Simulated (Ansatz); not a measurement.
HfO2:

```xyz
12
Lattice="5.2195 0.0000 0.0000 0.0000 5.0048 0.0000 0.0000 0.0000 5.0327" Properties=species:S:1:pos:R:3 pbc="T T T"
Hf    5.0472    3.6661    3.7314
Hf    2.7820    3.6661    1.2151
Hf    2.4375    1.3387    3.7314
Hf    0.1723    1.3387    1.2151
O     3.2994    4.6477    4.4251
O     4.5298    4.6477    1.9087
O     1.2211    2.7020    2.4776
O     1.3886    2.7020    4.9939
O     3.9984    2.3028    4.9939
O     3.8308    2.3028    2.4776
O     0.6896    0.3571    4.4251
O     1.9201    0.3571    1.9087
```

Measurements of this composition are mostly on another form, of space group No. 14.

- Program: Ansatz 0.2.0
- Task: relaxation of cell and atoms
- Functional: PBE
- Dispersion: D4
- Potentials or basis: Ansatz PAW
- Cutoff: 420 eV (not typed: the program's choice for these potentials)
- k mesh: 5 × 6 × 5
- Occupations: fermi-dirac, width 0.05 eV
- Spin: no spin polarisation

At the start: volume 10.96 Å³/atom.

Problem. Where does the relaxation end?

Solution. It ends after 9 steps and the volume is 11.24 Å³/atom (+2.6 %); space group Pca2_1 (No. 29, to 0.05 Å).

Step by step:
| step | energy change (eV) | largest force (eV/Å) | volume (Å³) |
| --- | --- | --- | --- |
| 1 | 0.0000 | 0.1074 | 131.46 |
| 2 | -0.0406 | 0.0311 | 135.29 |
| 3 | -0.0463 | 0.0235 | 134.68 |
| 4 | -0.0459 | 0.0636 | 134.78 |
| 5 | -0.0464 | 0.0155 | 134.73 |
| 6 | -0.0465 | 0.0018 | 134.73 |
| 7 | -0.0657 | 0.0017 | 134.73 |
| 8 | -0.0651 | 0.0006 | 134.87 |
| 9 | -0.0658 | 0.0005 | 134.87 |

Final structure:
```
Hf O
1.0
     5.26510    0.00000    0.00000
     0.00000    5.04689    0.00000
     0.00000    0.00000    5.07552
Hf O
4 8
Direct
  0.96742 0.73313 0.74129
  0.53258 0.73313 0.24129
  0.46742 0.26687 0.74129
  0.03258 0.26687 0.24129
  0.63303 0.93007 0.88108
  0.86697 0.93007 0.38108
  0.23192 0.53918 0.49063
  0.26808 0.53918 0.99063
  0.76808 0.46082 0.99063
  0.73192 0.46082 0.49063
  0.13303 0.06993 0.88108
  0.36697 0.06993 0.38108
```

Caveat: the plane-wave basis is chosen anew once the cell has moved, so the energies of steps on either side of that aren't comparable; the pressure holds a Pulay correction of +0.8 GPa for the finite cutoff.
